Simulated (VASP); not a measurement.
# Ag (Fm-3m) in VASP: notebook

Runs on Ag. Level: PBE. Tasks: relaxation of cell and atoms.

All numbers are computed with VASP 6.6.1; they aren't measurements. Logs are shortened: lines on timing, memory, paths and dates and some standing lists are left out, and cuts for length are marked.

## 1. The structure

It takes space group Fm-3m (No. 225, cubic). Conventional cell: a = 4.085 Å, b = 4.085 Å, c = 4.085 Å, α = 90.00°, β = 90.00°, γ = 90.00°. Around Ag (site symmetry m-3m) lie 12 Ag at 2.89 Å.

## 2. Relaxation of cell and atoms, PBE

Input file INCAR:

```
PREC = Accurate
ENCUT = 520
EDIFF = 1E-7
ISMEAR = 0
SIGMA = 0.3
LREAL = False
LASPH = True
NELM = 80
ALGO = Fast
ISIF = 3
LWAVE = False
LCHARG = False
GGA = PE
IBRION = 2
NSW = 80
EDIFFG = -0.002
```

Input file KPOINTS:

```
regular mesh
0
Gamma
  18 18 18
```

Input file POSCAR:

```
Ag
1.0
    0.0000000000      2.0427500000      2.0427500000
    2.0427500000      0.0000000000      2.0427500000
    2.0427500000      2.0427500000      0.0000000000
Ag
1
Direct
    0.0000000000      0.0000000000      0.0000000000
```

Potentials or basis: VASP PAW PBE potentials, release 64 (Ag).

The run is started by

```
> cat potpaw_PBE.64/Ag/POTCAR > POTCAR
> mpirun -np 1 vasp_std > vasp.out
```

OUTCAR:

```text
PREC = Accurate
   ENCUT = 520
   EDIFF = 1E-7
   ISMEAR = 0
   LREAL = False
   LASPH = True
   NELM = 80
   ISIF = 3
   GGA = PE
   IBRION = 2
   NSW = 80
   EDIFFG = -0.002

 ion  position               nearest neighbor table
   1  0.000  0.000  0.000-

  LATTYP: Found a face centered cubic cell.
 ALAT       =     4.0855000000

  Lattice vectors:

 A1 = (   0.0000000000,   2.0427500000,   2.0427500000)
 A2 = (   2.0427500000,   0.0000000000,   2.0427500000)
 A3 = (   2.0427500000,   2.0427500000,   0.0000000000)

Analysis of symmetry for initial positions (statically):
=====================================================================
 Subroutine PRICEL returns:
 Original cell was already a primitive cell.

 Routine SETGRP: Setting up the symmetry group for a
 face centered cubic supercell.

 Subroutine GETGRP returns: Found 48 space group operations
 (whereof 48 operations were pure point group operations)
 out of a pool of 48 trial point group operations.

The static configuration has the point symmetry O_h .

Analysis of symmetry for dynamics (positions and initial velocities):
=====================================================================
 Subroutine PRICEL returns:
 Original cell was already a primitive cell.

 Routine SETGRP: Setting up the symmetry group for a
 face centered cubic supercell.

 Subroutine GETGRP returns: Found 48 space group operations
 (whereof 48 operations were pure point group operations)
 out of a pool of 48 trial point group operations.

The dynamic configuration has the point symmetry O_h .

 Subroutine INISYM returns: Found 48 space group operations
 (whereof 48 operations are pure point group operations),
 and found     1 'primitive' translations

----------------------------------------------------------------------------------------

                                     Primitive cell

  volume of cell :      17.0481

  direct lattice vectors                    reciprocal lattice vectors
     0.000000000  2.042750000  2.042750000    -0.244768082  0.244768082  0.244768082
     2.042750000  0.000000000  2.042750000     0.244768082 -0.244768082  0.244768082
     2.042750000  2.042750000  0.000000000     0.244768082  0.244768082 -0.244768082

  length of vectors
     2.888884755  2.888884755  2.888884755     0.423950755  0.423950755  0.423950755

  position of ions in fractional coordinates (direct lattice)
     0.000000000  0.000000000  0.000000000

[... 95 lines left out ...]
     AMIX_MAG =   1.60;   BMIX_MAG =  1.00
  volume/ion in A,a.u.               =      17.05       115.05
  Fermi-wavevector in a.u.,A,eV,Ry     =   1.414644  2.673290 27.228221  2.001218
  Thomas-Fermi vector in A             =   2.536165
   LORBIT       =      0    0 simple, 1 ext, 2 COOP (PROOUT), +10 PAW based schemes
   GGA     = PE    functional components
   LHFCALC =     F    Hartree Fock is set to
   AEXX    =    0.0000 exact exchange contribution
   IVDW    =     0    specifies the selected vdW correction
   LEPSILON=     F    determine dielectric tensor
   LRPA    =     F    only Hartree local field effects (RPA)
 conjugate gradient relaxation of ions
 non-spin polarized calculation
 RMM-DIIS sequential band-by-band and
 Gauss-broadening in eV      SIGMA  =   0.30
  energy-cutoff  :      520.00
  volume of cell :       17.05
 maximum number of plane-waves:       473
 NGX is ok and might be reduce to    24
   NGX = 11   NGY = 11   NGZ = 11

--------------------------------------- Ionic step        1  -------------------------------------------

 number of electron      10.9999999 magnetization

 Free energy of the ion-electron system (eV)
  ---------------------------------------------------
  ext. energy  EPLUGINS =         0.00000000
  ---------------------------------------------------
  free energy    TOTEN  =        -2.71432047 eV

  energy without entropy =       -2.70407587  energy(sigma->0) =       -2.70919817

------------------------ aborting loop because EDIFF is reached ----------------------------------------

  FORCE on cell =-STRESS in cart. coord.  units (eV):
  Direction    XX          YY          ZZ          XY          YZ          ZX
  --------------------------------------------------------------------------------------
  -------------------------------------------------------------------------------------
  Total        0.4928893      0.4928893      0.4928893      0.0000000      0.0000000      0.0000000
  in kB       46.3216789     46.3216789     46.3216789      0.0000000      0.0000000      0.0000000
  external PRESSURE =      46.3216789 kB  Pullay stress =       0.0000000 kB
[... 127 lines left out ...]
--------------------------------------- Ionic step        5  -------------------------------------------

 number of electron      11.0000000 magnetization

 Free energy of the ion-electron system (eV)
  ---------------------------------------------------
  ext. energy  EPLUGINS =         0.00000000
  ---------------------------------------------------
  free energy    TOTEN  =        -2.72492551 eV

  energy without entropy =       -2.71438324  energy(sigma->0) =       -2.71965437

 E-fermi :   7.8335     XC(G=0): -11.9463

 val. band max:        7.7660369285   @ k =   0.5000   0.1667   0.0556
 cond. band min:       7.9063424787   @ k =   0.5000   0.3333   0.1111
 fundamental gap:      0.1403055503
 Fermi energy:         7.8334773393

 k-point     1 :       0.0000    0.0000    0.0000
  band No.  band energies     occupation
      1       0.3808      2.00000
      2       3.1776      2.00000
      3       3.1776      2.00000
      4       3.1776      2.00000
      5       4.1327      2.00000
      6       4.1327      2.00000
      7      23.7491      0.00000
      8      27.0644      0.00000
      9      27.0644      0.00000
[... 265 lines left out ...]
 k-point    24 :      -0.2222    0.0556    0.0000
  band No.  band energies     occupation
      1       1.7417      2.00000
      2       3.2024      2.00000
      3       3.4050      2.00000
      4       3.4319      2.00000
      5       4.0918      2.00000
      6       4.4347      2.00000
      7      19.0533      0.00000
      8      23.8076      0.00000
      9      26.0219      0.00000

 [... further k-points ...]

------------------------ aborting loop because EDIFF is reached ----------------------------------------

  FORCE on cell =-STRESS in cart. coord.  units (eV):
  Direction    XX          YY          ZZ          XY          YZ          ZX
  --------------------------------------------------------------------------------------
  -------------------------------------------------------------------------------------
  Total        0.0019164      0.0019164      0.0019164      0.0000000     -0.0000000      0.0000000
  in kB        0.1722546      0.1722546      0.1722546      0.0000000     -0.0000000      0.0000000
  external PRESSURE =       0.1722546 kB  Pullay stress =       0.0000000 kB
[... 16 lines left out ...]
  FREE ENERGIE OF THE ION-ELECTRON SYSTEM (eV)
  ---------------------------------------------------
  free  energy   TOTEN  =        -2.7249255070 eV

  energy  without entropy=       -2.7143832367  energy(sigma->0) =       -2.71965437

 reached required accuracy - stopping structural energy minimisation
```

Run time: 86 s. Hardware: 1 thread of Intel Xeon Platinum 8259CL at 2.50GHz (Skylake/Cascade Lake), shared host; peak memory 0.17 GiB.

What came out:

```
Free energy                            : -2.7249 eV
Relaxed volume                         : 17.83 Å³/atom
Relaxed cell                           : a = 2.932 Å, b = 2.932 Å, c = 2.932 Å, α = 60.00°, β = 60.00°, γ = 60.00°
Space group after relaxing (to 0.05 Å) : Fm-3m (No. 225)
Energy gained by relaxing              : 10.6 meV/atom
Ionic steps                            : 5
Pressure after relaxing                : 0.0 GPa
Band gap on the k mesh                 : none (metal or under the smearing width)
```

The path:
| step | energy change (eV) | largest force (eV/Å) | pressure (GPa) | volume (Å³) |
| --- | --- | --- | --- | --- |
| 1 | 0.0000 | 0.0000 | 4.63 | 17.05 |
| 2 | -0.0074 | 0.0000 | -2.15 | 18.29 |
| 3 | -0.0106 | 0.0000 | 0.02 | 17.83 |
| 4 | -0.0106 | 0.0000 | -0.06 | 17.84 |
| 5 | -0.0106 | 0.0000 | 0.02 | 17.83 |

Final structure:
```
CELL_PARAMETERS angstrom
0.00000 2.07333 2.07333
2.07333 0.00000 2.07333
2.07333 2.07333 0.00000
ATOMIC_POSITIONS crystal
Ag 0.00000 0.00000 0.00000
```

Levels at points of the mesh, in eV from the Fermi level:
```
           k point  band 3  band 4  band 5  band 6  band 7  band 8  band 9
(0.00, 0.00, 0.00)   -4.66   -4.66   -3.70   -3.70   15.92   19.23   19.23
(0.50, 0.00, 0.00)   -4.67   -2.96   -2.96   -0.28    3.36   15.14   17.41
(0.50, 0.50, 0.00)   -3.00   -2.77   -2.77    1.64    6.40   10.43   10.43
```

## 3. Relaxation of cell and atoms, PBE

This run uses another cell than the first one, of 17.83 Å³/atom, 1.046 times its volume.

INCAR is that of step 2.

KPOINTS is that of step 2.

Input file POSCAR:

```
Ag                                      
1.0
    0.0000000000      2.0733286303      2.0733286303
    2.0733286303     -0.0000000000      2.0733286303
    2.0733286303      2.0733286303      0.0000000000
  Ag            
     1
Direct
     0.0000000000000000    0.0000000000000000    1.0000000000000000
```

Potentials or basis: VASP PAW PBE potentials, release 64 (Ag).

The run is started by

```
> cat potpaw_PBE.64/Ag/POTCAR > POTCAR
> mpirun -np 1 vasp_std > vasp.out
```

Run time: 43 s. Hardware: 1 thread of Intel Xeon Platinum 8259CL at 2.50GHz (Skylake/Cascade Lake), shared host; peak memory 0.17 GiB.

Results (log left out):

```yaml
Free_energy: -2.7253 eV
Relaxed_volume: 17.83 Å³/atom
Relaxed_cell: a = 2.932 Å, b = 2.932 Å, c = 2.932 Å, α = 60.00°, β = 60.00°, γ = 60.00°
Space_group_after_relaxing_to_0.05_Å: Fm-3m (No. 225)
Energy_gained_by_relaxing: 0.0 meV/atom
Ionic_steps: 3
Pressure_after_relaxing: 0.0 GPa
Band_gap_on_the_k_mesh: none (metal or under the smearing width)
```

Final structure:
```
CELL_PARAMETERS angstrom
0.00000 2.07341 2.07341
2.07341 0.00000 2.07341
2.07341 2.07341 0.00000
ATOMIC_POSITIONS crystal
Ag 0.00000 0.00000 0.00000
```

Levels at points of the mesh, in eV from the Fermi level:
| k point | band 4 | band 5 | band 6 | band 7 | band 8 | band 9 |
| --- | --- | --- | --- | --- | --- | --- |
| (0.00, 0.00, 0.00) | -4.66 | -3.70 | -3.70 | 15.92 | 19.23 | 19.23 |
| (0.50, 0.00, 0.00) | -2.96 | -2.96 | -0.28 | 3.36 | 15.14 | 17.41 |
| (0.50, 0.50, 0.00) | -2.77 | -2.77 | 1.64 | 6.40 | 10.43 | 10.43 |
